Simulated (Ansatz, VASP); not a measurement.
# Two plane-wave programs on Be

File INCAR:

```
  ALGO = Normal
  EDIFF = 1E-6
  EDIFFG = -0.005
  ENCUT = 600
  IBRION = 2
  ISIF = 3
  ISMEAR = 0
  LASPH = T
  LCHARG = F
  LREAL = F
  LWAVE = F
  NELM = 100
  NSW = 100
  PREC = Accurate
  SIGMA = 0.1
```

Contents of KPOINTS:

```
k-points
0
Gamma
  21 21 12
```

POSCAR

```
Be
1.0
    2.2356954626      0.0000000000      0.0000000000
   -1.1178477313      1.9361690657      0.0000000000
    0.0000000000      0.0000000000      3.4902611276
Be
2
Direct
    0.3333333333      0.6666666667      0.2500000000
    0.6666666667      0.3333333333      0.7500000000
```

Input for Ansatz:

```yaml
crystal:
  lattice:
    - [2.2356954626, 0.0, 0.0]
    - [-1.1178477313, 1.9361690657, 0.0]
    - [0.0, 0.0, 3.4902611276]
  atoms:
    - { symbol: Be, position: [0.3333333333, 0.6666666667, 0.25] }
    - { symbol: Be, position: [0.6666666667, 0.3333333333, 0.75] }
basis:
  ecutwfc: 420
kpoints:
  mp_grid: { grid: [21, 21, 12] }
hamiltonian:
  xc: lda
scf:
  occupations: { method: gaussian, width: 0.1 }
output:
  forces: true
  stress: true
  eigenvalues: true
relax:
  adjacent_minimum: "off"
  f_tol: 0.005
  max_steps: 80
  cell: { stress_tol: 0.05 }
```

Alike in both runs: task relaxation of cell and atoms; functional LDA; k mesh 21 × 21 × 12; occupations gaussian, width 0.1 eV; no spin polarisation.

```csv
,VASP,Ansatz
version,VASP 6.6.1,Ansatz 0.2.0
potentials or method,"VASP PAW LDA potentials, release 64 (Be)","scalar-relativistic, plane waves, PAW"
plane-wave cutoff (eV),600,420
valence electrons in the cell,4,4
```

|  | VASP | Ansatz | Ansatz less VASP |
| --- | --- | --- | --- |
| gap on the k mesh at the Fermi level, each at its own relaxed structure (eV) | none | none | - |
| relaxed volume (Å³/atom) | 7.57 | 7.55 | -0.028 |
| relaxed cell length with the largest relative difference (Å) | 3.521 | 3.517 | -0.0043 |

A gap of «none» marks a metal or a gap that the smearing closes.
